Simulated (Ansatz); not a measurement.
# CsSnI3: the cost of one run

Program: Ansatz 0.2.0. Level of theory: DFT PBEsol, scalar-relativistic, plane waves, PAW. These are calculated values, not measurements.

The COD cell was measured well above room temperature, so it is larger than a cold one.

1 further run of the same task is left out (set aside as unsound or not needed).

### 1 The starting structure

Symmetry: Pm-3m, No. 221, cubic system. The conventional cell has a = 6.134 Å, b = 6.134 Å, c = 6.134 Å, α = 90.00°, β = 90.00°, γ = 90.00°. Cs (site symmetry m-3m) has 12 I at 4.34 Å in its first shell of neighbours. Around Sn (site symmetry m-3m) lie 6 I at 3.07 Å. I (site symmetry 4/mmm) is surrounded by 2 Sn at 3.07 Å and 4 Cs at 4.34 Å.

As a file:

```cif
data_structure
_symmetry_space_group_name_H-M 'Pm-3m'
_symmetry_Int_Tables_number 221
_cell_length_a 6.1341
_cell_length_b 6.1341
_cell_length_c 6.1341
_cell_angle_alpha 90.000
_cell_angle_beta 90.000
_cell_angle_gamma 90.000
_cell_volume 230.81
loop_
_atom_site_label
_atom_site_type_symbol
_atom_site_symmetry_multiplicity
_atom_site_Wyckoff_symbol
_atom_site_fract_x
_atom_site_fract_y
_atom_site_fract_z
_atom_site_occupancy
Cs1 Cs 1 a 0.00000 0.00000 0.00000 1
Sn1 Sn 1 b 0.50000 0.50000 0.50000 1
I1 I 3 c 0.00000 0.50000 0.50000 1
```

This cell was relaxed beforehand with the same method: volume 46.16 Å³/atom, gap on the mesh 0.11 eV.

### 2 Static run: bands, density of states and charges

input.yaml

```yaml
crystal:
  lattice:
    - [6.134071384, 0.0, 0.0]
    - [0.0, 6.134071384, 0.0]
    - [0.0, 0.0, 6.134071384]
  atoms:
    - { symbol: Cs, position: [0.0, 0.0, 0.0] }
    - { symbol: Sn, position: [0.5, 0.5, 0.5] }
    - { symbol: I, position: [0.0, 0.5, 0.5] }
    - { symbol: I, position: [0.5, 0.0, 0.5] }
    - { symbol: I, position: [0.5, 0.5, 0.0] }
basis:
  ecutwfc: 420
kpoints:
  mp_grid: { grid: [6, 6, 6] }
  band_path:
    path:
      - [[0.0, 0.0, 0.0], [0.0, 0.5, 0.0], [0.5, 0.5, 0.0], [0.0, 0.0, 0.0], [0.5, 0.5, 0.5], [0.0, 0.5, 0.0]]
      - [[0.5, 0.5, 0.5], [0.5, 0.5, 0.0]]
    npoints: 14
hamiltonian:
  xc: pbesol
scf:
  occupations: { method: gaussian, width: 0.01 }
  n_extra_bands: 12
output:
  forces: true
  stress: true
  eigenvalues: true
  populations: true
  dos: { projected: true, de: 0.02, nscf_kmesh: { grid: [9, 9, 9] } }
  bader: true
  write_density: true
  write_potential: true
  elf: true
  volumetric_format: npy
```

The run is started by

```sh
$ ansatz run input.yaml --threads 2 --pin off --max-ram 5120MiB --backend cpu --events-out ev --progress --plain --runs-dir out
```

What time and memory should one allow on 2 threads of Intel Xeon 6975P-C (Granite Rapids), shared host?

About 22 s, with a peak of 0.89 GiB.
